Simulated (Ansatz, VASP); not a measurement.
# BaTiO3 in two plane-wave programs, part 2 of 2

Aim: how closely do two programs agree when they are given the same cell, functional and k mesh? The two relaxations start from unlike cells of this crystal (the structure described is Ansatz's start), so only their ends are compared.

VASP 6.6.1 and Ansatz 0.2.0.

So far: The starting structure; Ansatz: relaxation of cell and atoms, PBE with D3(BJ); VASP: relaxation of cell and atoms, PBE with D3(BJ).

### 3. VASP: relaxation of cell and atoms, PBE with D3(BJ) (continued)

Level of this step: PBE with D3(BJ), no spin polarisation; plane waves and PAW (Ba_sv, Ti_sv, O) (VASP).

Numbers of over 12 decimals in the logs are rounded to 6 here.

OUTCAR, selected parts (step 3):

```text
ion  position               nearest neighbor table
   1  0.000  0.000  0.007-   4 2.80   5 2.80   5 2.80   4 2.80   3 2.82   3 2.82   3 2.82   3 2.82
                             4 2.93   5 2.93   4 2.93   5 2.93   2 3.45   2 3.45   2 3.45   2 3.45
   2  0.500  0.500  0.525-   3 1.84   4 2.00   5 2.00   4 2.00   5 2.00   3 2.28   1 3.45   1 3.45
                             1 3.45   1 3.45   1 3.53   1 3.53   1 3.53   1 3.53
   3  0.500  0.500  0.972-   2 1.84   2 2.28   1 2.82   1 2.82   1 2.82   1 2.82
   4  0.500  0.000  0.486-   2 2.00   2 2.00   1 2.80   1 2.80   1 2.93   1 2.93
   5  0.000  0.500  0.486-   2 2.00   2 2.00   1 2.80   1 2.80   1 2.93   1 2.93

  LATTYP: Found a simple tetragonal cell.
 ALAT       =     3.9844777429
 C/A-ratio  =     1.0323752493

 Subroutine GETGRP returns: Found  8 space group operations
 (whereof  8 operations were pure point group operations)

The static configuration has the point symmetry C_4v.

 Found     40 irreducible k-points:

   k-points           NKPTS =     40   k-points in BZ     NKDIM =     40   number of bands    NBANDS=     26

   dimension x,y,z NGX =    32 NGY =   32 NGZ =   36
   dimension x,y,z NGXF=    64 NGYF=   64 NGZF=   72

   ENCUT  =  600.0 eV  44.10 Ry    6.64 a.u.   7.96  7.96  8.22*2*pi/ulx,y,z

   NELECT =      40.0000    total number of electrons

 k-points in reciprocal lattice and weights: Automatic mesh
   0.00000000  0.00000000  0.00000000       0.005
   0.16666667  0.00000000  0.00000000       0.019
   0.33333333  0.00000000  0.00000000       0.019
   0.50000000  0.00000000  0.00000000       0.009
   0.16666667  0.16666667  0.00000000       0.019
   0.33333333  0.16666667  0.00000000       0.037
   0.50000000  0.16666667  0.00000000       0.019
   0.33333333  0.33333333  0.00000000       0.019
   0.50000000  0.33333333  0.00000000       0.019
[...]
0.50000000  0.33333333  0.50000000       0.019
   0.50000000  0.50000000  0.50000000       0.005

 Edisp (eV)   -1.30092

 average (electrostatic) potential at core
       1 -33.0816       2 -76.9320       3 -69.9861       4 -69.7438       5 -69.7438

 E-fermi :   4.7289

 k-point     1 :       0.0000    0.0000    0.0000
  band No.  band energies     occupation
    ...
     16       2.3195      2.00000
     17       2.5828      2.00000
     18       3.1761      2.00000
     19       3.3591      2.00000
     20       3.3591      2.00000
     21       5.6226      0.00000
     22       6.0840      0.00000
     23       6.0840      0.00000
     24       7.8568      0.00000
     25       8.0050      0.00000
    ...

 k-point     2 :       0.1667    0.0000    0.0000
  band No.  band energies     occupation
    ...
     16       2.1266      2.00000
     17       2.4437      2.00000
     18       2.8164      2.00000
     19       3.0811      2.00000
     20       3.1993      2.00000
     21       6.0577      0.00000
     22       6.1788      0.00000
     23       6.2658      0.00000
     24       7.9651      0.00000
     25       8.5423      0.00000
    ...

 k-point     3 :       0.3333    0.0000    0.0000
  band No.  band energies     occupation
    ...
     16       1.9273      2.00000
     17       2.0617      2.00000
     18       2.2811      2.00000
     19       2.6852      2.00000
     20       2.8529      2.00000
     21       6.1534      0.00000
     22       6.9534      0.00000
     23       6.9703      0.00000
     24       7.9497      0.00000
     25       9.2917      0.00000
    ...

 Edisp (eV)   -1.30074

  Total       0.00750     0.00750     0.00379     0.00000     0.00000     0.00000
  in kB       0.18415     0.18415     0.09295     0.00000     0.00000     0.00000
  external pressure =        0.15 kB  Pullay stress =        0.00 kB

  energy-cutoff  :      600.00
  volume of cell :       65.29
      direct lattice vectors                 reciprocal lattice vectors
     3.984387485  0.000000000  0.000000000     0.250979606  0.000000000  0.000000000
     0.000000000  3.984387485  0.000000000     0.000000000  0.250979606  0.000000000
     0.000000000 -0.000000000  4.112794998     0.000000000  0.000000000  0.243143653

 POSITION                                       TOTAL-FORCE (eV/Angst)
 -----------------------------------------------------------------------------------
      0.00000     -0.00000      0.02974         0.000000     -0.000000      0.000376
      1.99219      1.99219      2.16039         0.000000      0.000000     -0.001668
      1.99219      1.99219      3.99628         0.000000     -0.000000      0.002491
      1.99219     -0.00000      2.00049         0.000000      0.000000     -0.000599
      0.00000      1.99219      2.00049         0.000000      0.000000     -0.000599
 -----------------------------------------------------------------------------------
    total drift:                                0.000000     -0.000000      0.000099

  FREE ENERGIE OF THE ION-ELECTRON SYSTEM (eV)
  ---------------------------------------------------
  free  energy   TOTEN  =       -41.3282425693 eV

  energy  without entropy=      -41.3282425693  energy(sigma->0) =      -41.32824257

 reached required accuracy - stopping structural energy minimisation

 total charge
# of ion       s       p       d       tot
------------------------------------------
    1        2.007   5.650   0.320   7.976
    2        2.217   6.268   1.756  10.241
    3        1.566   3.465   0.000   5.030
    4        1.560   3.468   0.000   5.028
    5        1.560   3.468   0.000   5.028
--------------------------------------------------
tot          8.909  22.319   2.075  33.303

[... 3 further parts left out ...]
```

CONTCAR:

```
BaTiO3
   1.00000000000000
     3.9843874853548251    0.0000000000000000    0.0000000000000000
     0.0000000000000000    3.9843874853548251    0.0000000000000000
     0.0000000000000000   -0.0000000000000000    4.1127949977955991
  Ba              Ti              O
     1     1     3
Direct
     0.0000000000000000    0.0000000000000000    0.0072309263794502
     0.5000000000000000    0.5000000000000000    0.5252839097042341
     0.5000000000000000    0.5000000000000000    0.9716705634333973
     0.5000000000000000    0.0000000000000000    0.4864073859914567
     0.0000000000000000    0.5000000000000000    0.4864073859914567
```

This run has no spin polarisation, so a moment on Ti, if there is one, isn't seen. Harder data sets than Ba_sv exist (the GW ones), and pressures, volumes and forces can shift noticeably with them. The run keeps the 8 symmetry operations of its start, so it cannot find a distortion of lower symmetry.

### 4. Side by side

Known differences besides the potentials themselves: the cutoff is 420 eV in Ansatz and 600 eV in VASP; Ansatz adds a Pulay correction to the stress that steers its cell, VASP none. Total energies have different zeros and are not compared.

Compared:

| quantity | Ansatz | VASP | difference |
| --- | --- | --- | --- |
| volume (Å³) | 64.62 | 65.29 | -1.03 % |
| edge a after relaxation, in the typed setting (Å) | 3.974 | 3.984 | -0.27 % |
| edge c after relaxation, in the typed setting (Å) | 4.093 | 4.113 | -0.49 % |

### 5. Summary of results

| Item | Value |
| --- | --- |
| difference in volume (relaxation of cell and atoms, PBE with D3(BJ)) | -1.0 % |

In words: The difference in volume is -1.0 % (relaxation of cell and atoms, PBE with D3(BJ)), within the 1.2 % picked in this series as the mark of a large difference, as far as the stopping tolerances let one tell. 1 further run of this series is not shown here. Such differences can come from data sets, numerical settings and the points named under the comparisons, not from the functional's error against experiment.

[Lines on the potential files, build, host, timing and source positions are cut from VASP's logs without a mark.]

[Logs are printed without paths, hosts, clocks, repeated set-up lines and the standing remarks that a program may print on its own settings, such as how far it seeks lower states.]

[Hosts, paths, dates, database ids (printed as entryN), source tags and the programs' standing remarks are cut or masked in the printed files.]
